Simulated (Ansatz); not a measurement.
Runs of Ansatz 0.2.0 on Fe. It takes space group Im-3m (No. 229, cubic). Conventional cell: a = 2.886 Å, b = 2.886 Å, c = 2.886 Å, α = 90.00°, β = 90.00°, γ = 90.00°. Fe (site symmetry m-3m) is surrounded by 8 Fe at 2.50 Å. 

| task | level | cell | k mesh | cutoff (eV) | pressure (GPa) | moment (μB) |
| --- | --- | --- | --- | --- | --- | --- |
| relaxation of cell and atoms | revPBE | relaxed | 13 × 13 × 13 | - | 0.0 | 2.16 |
| elastic constants | LDA | as given | 10 × 10 × 10 | 325 | -27.1 | 2.15 |
| band structure | RPBE | as given | 13 × 13 × 13 | 303 | -3.6 | 2.29 |
| band structure | BLYP | as given | 13 × 13 × 13 | 303 | (a) | (b) |

Alike in all rows: potentials or basis all-electron LAPW, scalar-relativistic; spin collinear, ferromagnetic start; smearing fermi-dirac 0.05 eV; basis error allowed 0.001 eV/atom.

Task: Estimate the missing entries.

Result: (a) -2.8; (b) 2.19.

Caveats: the k mesh is thin for a metal, which can move the energy by tens of meV per atom (some runs); a metal's response needs a denser mesh (some runs); the cell is more than 3 GPa from zero pressure, which shifts response properties (some runs); elastic constants of metals need much finer meshes, so these are rough (some runs); so large a pressure means that the cell lies far from this level's equilibrium, or that cutoff or potentials fall short (some runs).

Runs at the PBE level aren't shown here.
